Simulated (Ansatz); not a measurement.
# HC18: the cost of one run

Program: Ansatz 0.2.0. Level of theory: DFT PBE, plane waves, PAW, scalar-relativistic, collinear spin. These are calculated values, not measurements.

## 1. The structure to begin with

The cell holds 19 atoms (C18H): a = 7.398 Å, b = 7.398 Å, c = 12.000 Å, α = 90.00°, β = 90.00°, γ = 120.00°.

Structure file:

```
C H
1.0
     7.39800    0.00000    0.00000
    -3.69900    6.40686    0.00000
     0.00000    0.00000   12.00000
C H
18 1
Direct
  0.00000 0.00000 0.08333
  0.22222 0.11111 0.08333
  0.00000 0.33333 0.08333
  0.22222 0.44444 0.08333
  0.00000 0.66667 0.08333
  0.22222 0.77778 0.08333
  0.33333 0.00000 0.08333
  0.55556 0.11111 0.08333
  0.33333 0.33333 0.08333
  0.55556 0.44444 0.08333
  0.33333 0.66667 0.08333
  0.55556 0.77778 0.08333
  0.66667 0.00000 0.08333
  0.88889 0.11111 0.08333
  0.66667 0.33333 0.08333
  0.88889 0.44444 0.08333
  0.66667 0.66667 0.08333
  0.88889 0.77778 0.08333
  0.51031 0.36871 0.16500
```

## 2. Relaxing end A

input.yaml reads:

```yaml
crystal:
  lattice:
    - [7.398, 0.0, 0.0]
    - [-3.699, 6.406856, 0.0]
    - [0.0, 0.0, 12.0]
  atoms:
    - { symbol: C, position: [0.0, 0.0, 0.0833333] }
    - { symbol: C, position: [0.2222222, 0.1111111, 0.0833333] }
    - { symbol: C, position: [0.0, 0.3333333, 0.0833333] }
    - { symbol: C, position: [0.2222222, 0.4444444, 0.0833333] }
    - { symbol: C, position: [0.0, 0.6666667, 0.0833333] }
    - { symbol: C, position: [0.2222222, 0.7777778, 0.0833333] }
    - { symbol: C, position: [0.3333333, 0.0, 0.0833333] }
    - { symbol: C, position: [0.5555556, 0.1111111, 0.0833333] }
    - { symbol: C, position: [0.3333333, 0.3333333, 0.0833333] }
    - { symbol: C, position: [0.5555556, 0.4444444, 0.0833333] }
    - { symbol: C, position: [0.3333333, 0.6666667, 0.0833333] }
    - { symbol: C, position: [0.5555556, 0.7777778, 0.0833333] }
    - { symbol: C, position: [0.6666667, 0.0, 0.0833333] }
    - { symbol: C, position: [0.8888889, 0.1111111, 0.0833333] }
    - { symbol: C, position: [0.6666667, 0.3333333, 0.0833333] }
    - { symbol: C, position: [0.8888889, 0.4444444, 0.0833333] }
    - { symbol: C, position: [0.6666667, 0.6666667, 0.0833333] }
    - { symbol: C, position: [0.8888889, 0.7777778, 0.0833333] }
    - { symbol: H, position: [0.51031, 0.3687063, 0.165], spin: 1.0 }
magnetization:
  spin_polarized: true
basis:
  ecutwfc: 420.0
kpoints:
  mp_grid: { grid: [2, 2, 1] }
hamiltonian:
  xc: pbe
scf:
  occupations: { method: fermi_dirac, width: 0.05 }
  lower_state_search: "off"
relax:
  f_tol: 0.03
  max_steps: 60
  adjacent_minimum: "off"
output:
  write_density: true
  write_potential: true
  elf: true
  volumetric_format: npy
```

On the command line:

```
ansatz run input.yaml --threads 2 --pin off --max-ram 5120MiB --backend cpu --events-out ev --progress --plain --runs-dir out
```

Q: Estimate wall time and peak memory on 2 threads of Intel Xeon Platinum 8488C (Sapphire Rapids), shared host.

About 1.8 min, with a peak of 1 GiB.
